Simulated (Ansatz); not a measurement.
# Mo: the cost of one run

Computed with Ansatz 0.2.0 (DFT PBE, scalar-relativistic, plane waves, PAW, unless a step's input says otherwise).

3 further runs of the same task are left out: 3 set aside as unsound or not needed. Runs told in other sessions of the task aren't counted.

### 1 Starting point

Symmetry: Im-3m, No. 229, cubic system. The conventional cell has a = 3.160 Å, b = 3.160 Å, c = 3.160 Å, α = 90.00°, β = 90.00°, γ = 90.00°. Mo (site symmetry m-3m) is surrounded by 8 Mo at 2.74 Å.

Coordinates:

```cif
data_structure
_symmetry_space_group_name_H-M 'P 1'
_symmetry_Int_Tables_number 1
_cell_length_a 2.7370
_cell_length_b 2.7370
_cell_length_c 2.7370
_cell_angle_alpha 109.471
_cell_angle_beta 109.471
_cell_angle_gamma 109.471
_cell_volume 15.78
loop_
_atom_site_label
_atom_site_type_symbol
_atom_site_fract_x
_atom_site_fract_y
_atom_site_fract_z
_atom_site_occupancy
Mo1 Mo 0.00000 0.00000 0.00000 1
```

This cell was relaxed beforehand with the same method: volume 15.78 Å³/atom, gap on the mesh none (metal).

### 2 Next: the stripe of 3 rows

A (110) slab of 4 planes in a 6×1 cell, the lower planes held; added atoms sit on lattice sites of the next plane. Energies count from bulk atoms, -4956.0231 eV an atom, and the flat slab, -118929.3499 eV.

The cell holds 27 Mo: a = 16.422 Å, b = 3.160 Å, c = 20.939 Å, α = 90.00°, β = 90.00°, γ = 125.26°.

### 3 Relaxation

Input file input.yaml:

```yaml
crystal:
  lattice:
    - [16.4221350404, 0.0, 0.0]
    - [-1.8246816712, 2.5804895664, 0.0]
    - [0.0, 0.0, 20.9390780747]
  atoms:
    - { symbol: Mo, position: [0.0, 0.0, 0.0716363918] }
    - { symbol: Mo, position: [0.0, 0.5, 0.1783636082] }
    - { symbol: Mo, position: [0.1666666667, 1.0, 0.0716363918] }
    - { symbol: Mo, position: [0.1666666667, 0.5, 0.1783636082] }
    - { symbol: Mo, position: [0.3333333333, 1.0, 0.0716363918] }
    - { symbol: Mo, position: [0.3333333333, 0.5, 0.1783636082] }
    - { symbol: Mo, position: [0.5, 0.0, 0.0716363918] }
    - { symbol: Mo, position: [0.5, 0.5, 0.1783636082] }
    - { symbol: Mo, position: [0.6666666667, 1.0, 0.0716363918] }
    - { symbol: Mo, position: [0.6666666667, 0.5, 0.1783636082] }
    - { symbol: Mo, position: [0.8333333333, 1.0, 0.0716363918] }
    - { symbol: Mo, position: [0.8333333333, 0.5, 0.1783636082] }
    - { symbol: Mo, position: [0.0, 0.0, 0.2850908247] }
    - { symbol: Mo, position: [0.0, 0.5, 0.3918180412] }
    - { symbol: Mo, position: [0.1666666667, 0.0, 0.2850908247] }
    - { symbol: Mo, position: [0.1666666667, 0.5, 0.3918180412] }
    - { symbol: Mo, position: [0.3333333333, 0.0, 0.2850908247] }
    - { symbol: Mo, position: [0.3333333333, 0.5, 0.3918180412] }
    - { symbol: Mo, position: [0.5, 0.0, 0.2850908247] }
    - { symbol: Mo, position: [0.5, 0.5, 0.3918180412] }
    - { symbol: Mo, position: [0.6666666667, 0.0, 0.2850908247] }
    - { symbol: Mo, position: [0.6666666667, 0.5, 0.3918180412] }
    - { symbol: Mo, position: [0.8333333333, 0.0, 0.2850908247] }
    - { symbol: Mo, position: [0.8333333333, 0.5, 0.3918180412] }
    - { symbol: Mo, position: [0.0, 0.0, 0.4985452577] }
    - { symbol: Mo, position: [0.1666666667, 0.0, 0.4985452577] }
    - { symbol: Mo, position: [0.3333333333, 0.0, 0.4985452577] }
basis:
  ecutwfc: 420
kpoints:
  mp_grid: { grid: [3, 16, 1] }
hamiltonian:
  xc: pbe
scf:
  occupations: { method: gaussian, width: 0.1 }
output:
  forces: true
  eigenvalues: true
  populations: true
  write_density: true
  write_potential: true
  elf: true
  volumetric_format: npy
relax:
  adjacent_minimum: "off"
  f_tol: 0.02
  max_steps: 45
  constraints: [{ sites: [0, 1, 2, 3, 4, 5, 6, 7, 8, 9, 10, 11] }]
efield:
  axis: 3
  dipole_correction: true
  ramp_width: 0.04
```

Started as:

```bash
> ansatz run input.yaml --threads 4 --pin off --max-ram 11264MiB --backend cpu --events-out ev --progress --plain --runs-dir out
```

What time and memory should one allow on 4 threads of Intel Xeon 6975P-C (Granite Rapids), shared host?

About 9.6 min, with a peak of 5.8 GiB.
